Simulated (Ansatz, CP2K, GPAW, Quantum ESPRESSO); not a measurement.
## Cost and result for the equilibrium volume of BaZrO3

**What was measured.** The equilibrium volume of BaZrO3 (Pm-3m) is reported as 14.73 Å³/atom at 300 K (arxiv:cond-mat/0602127). The runs below try to reproduce it.

```
CELL_PARAMETERS angstrom
4.19134 0.00000 0.00000
0.00000 4.19134 0.00000
0.00000 0.00000 4.19134
ATOMIC_POSITIONS crystal
Ba 0.00000 0.00000 0.00000
Zr 0.50000 0.50000 0.50000
O 0.50000 0.50000 0.00000
O 0.50000 0.00000 0.50000
O 0.00000 0.50000 0.50000
```

| rung | level | program and potentials | cutoff (eV) | k mesh | smearing | core time | chip | equilibrium volume (Å³/atom) | miss | notes |
| --- | --- | --- | --- | --- | --- | --- | --- | --- | --- | --- |
| GGA | PBEsol | Quantum ESPRESSO, GBRV 1.5 PBEsol | 612 | 6 × 6 × 6 | fermi-dirac 0.05 | 3.7 min | Intel Xeon 6975P-C Granite Rapids | 14.67 | -0.4 % | - |
| GGA | PBEsol | Ansatz, all-electron LAPW, scalar-relativistic | - | 6 × 6 × 6 | fermi-dirac 0.05 | 3.8 min | Arm Neoverse V2 | 14.61 | -0.8 % | - |
| LDA | LDA | GPAW, the program's PAW data sets (release 1.2.1) made for this functional | 800 | 6 × 6 × 6 | fermi-dirac 0.05 | 4.3 min | Arm Neoverse V2 | 14.20 | -3.6 % | - |
| GGA | PBE | GPAW, GPAW PAW data sets (gpaw-data 1.2.1) | 800 | 6 × 6 × 6 | fermi-dirac 0.05 | 4.5 min | Arm Neoverse V2 | 15.09 | +2.4 % | - |
| LDA | LDA | Quantum ESPRESSO, GBRV 1.5 LDA | 612 | 6 × 6 × 6 | fermi-dirac 0.05 | 12 min | AMD EPYC 7571 | 14.34 | -2.6 % | - |
| LDA | LDA | CP2K, GTH_POTENTIALS Ba GTH-PADE-q10, Zr GTH-PADE-q12, O GTH-PADE-q6; TZVP-MOLOPT-PBE-GTH basis | - | 6 × 6 × 6 | fermi-dirac 0.05 | 26 min | Intel Xeon Platinum 8488C Sapphire Rapids | 14.30 | -2.9 % | atomic basis |
| GGA | PBEsol | CP2K, POTENTIAL_UZH Ba GTH-PBE-q10, Zr GTH-PBE-q12, O GTH-PBE-q6; TZVP-MOLOPT-PBE-GTH basis | - | 6 × 6 × 6 | fermi-dirac 0.05 | 57 min | Arm Neoverse N1 | 14.84 | +0.7 % | atomic basis; potentials made for PBE |

Times are single runs on shared hosts and different chips, so they are rough; meshes, cutoffs and the tasks' sizes weigh on the time. Task: equation of state. All rows: no spin polarisation. Smearing widths are in eV. Meshes are those of the run's cell of 5 atoms unless a note names another. Misses use the values as printed. Runs on faulty files, with rough fits or with known faults for this quantity aren't shown. No row holds spin-orbit coupling.

By rung: LDA 14.20 to 14.34; GGA 14.61 to 15.09; LDA in atomic bases 14.30; GGA in atomic bases 14.84 (Å³/atom). Measured: 14.73 Å³/atom at 300 K (arxiv:cond-mat/0602127). Closest, coarse meshes and atomic bases left aside, is PBEsol with Quantum ESPRESSO, GBRV 1.5 PBEsol (-0.4 %), and PBE misses by +2.4 % on plain settings. The runs are for a static lattice, while measurements hold temperature and zero-point motion.
